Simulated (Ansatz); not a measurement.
# A trial form of Ge

Computed with DFT PBE, scalar-relativistic, plane waves, PAW (Ansatz 0.2.0). Cutoff 420 eV, Gaussian smearing, Γ-centred meshes. Cell and atoms relax first on a coarse mesh and then on a finer one. In between, the cell is made exact in the group found at 0.06 Å. In metals the finer mesh still leaves noise of several meV/atom or more. The steps can't lower the symmetry of their start. No spin polarisation.

The guess for Ge was made by a generator: random cell by space group and Wyckoff sites (Cmcm, No. 63). The dimensions are guesses.

Space group Cmcm (No. 63). a = 8.246 Å, b = 6.025 Å, c = 3.822 Å, α = 90.00°, β = 90.00°, γ = 90.00°
```json
{"atom": "Ge", "site": "8g", "symmetry": "..m", "x": "0.2720", "y": "0.8449", "z": "0.2500"}
```

Energies count from the standard state of Ge at the same level.

**Question.** Where does the relaxation end?

**Answer.** The symmetry stays Cmcm (No. 63). The volume per atom shrinks by 2.7 %, from 23.7 to 23.1 Å³. The shortest distance goes from 2.26 Å (Ge–Ge) to 2.53 Å (Ge–Ge). The energy falls by about 0.75 eV/atom (the start's value is from the coarse mesh). Conventional cell: a = 6.923 Å, b = 7.143 Å, c = 3.738 Å. Around Ge lie 5 Ge at 2.53–2.75 Å.

```
Ge
1.0
     3.46154   -3.57150    0.00000
     3.46154    3.57150    0.00000
     0.00000    0.00000    3.73843
Ge
4
Cartesian
  2.1984 -1.0107 0.9346
  4.7247 1.0107 2.8038
  4.7247 -1.0107 0.9346
  2.1984 1.0107 2.8038
```

**Question.** How does it come out in energy, and is it a metal?

**Answer.**

* Energy over the standard state: +0.28 eV/atom
* Gap on the 10×10×12 mesh of the 4-atom cell: 0 eV (a metal)

It lies above the standard state, so it could only be metastable.

The last run used Gaussian smearing of 0.10 eV. A later test with randomly moved atoms came back to the same energy, though modes that don't fit the test's cell weren't probed. Another cell of Ge relaxed alike, in P6/mmm, lies 39 meV/atom lower, so this cell isn't the stable form at this level.
